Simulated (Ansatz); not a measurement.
Cu under changes of volume

One of the cells (11.810 Å³/atom); the others are scaled copies at fixed shape and fractional positions:

```xyz
1
Lattice="0.0000 1.8075 1.8075 1.8075 0.0000 1.8075 1.8075 1.8075 0.0000" Properties=species:S:1:pos:R:3 pbc="T T T"
Cu    0.0000    0.0000    0.0000
```

```yaml
Program: Ansatz 0.2.0
Functional: PBE
Potentials_or_basis: SPMS NC
Cutoff: "952 eV (not typed: the program's choice for these potentials)"
k_mesh: 13 × 13 × 13
Occupations: fermi-dirac, width 0.05 eV
Spin: no spin polarisation
```

```tsv
volume (Å³/atom)	energy over the lowest point (meV/atom)	pressure (GPa)
11.102	31.37	12.9
11.338	15.43	8.7
11.574	5.33	5.0
11.810	0.36	1.7
12.047	0.00	-1.2
12.283	?	?
12.519	10.92	-6.1
```

What does the run at 12.283 Å³/atom give?

Energy over the lowest point 3.67 meV/atom; pressure -3.8 GPa.

Worked out: A Birch-Murnaghan fit of order 3 (a polynomial in V^(-2/3)) to the other rows has its minimum at 11.95 Å³/atom with B0 = V·E''(V) = 146 GPa and B' = 5.2. It gives 3.67 meV/atom at 12.283 Å³/atom, against the run's 3.67, and -dE/dV = -3.8 GPa, against -3.8.

Energies are extrapolated to zero smearing.
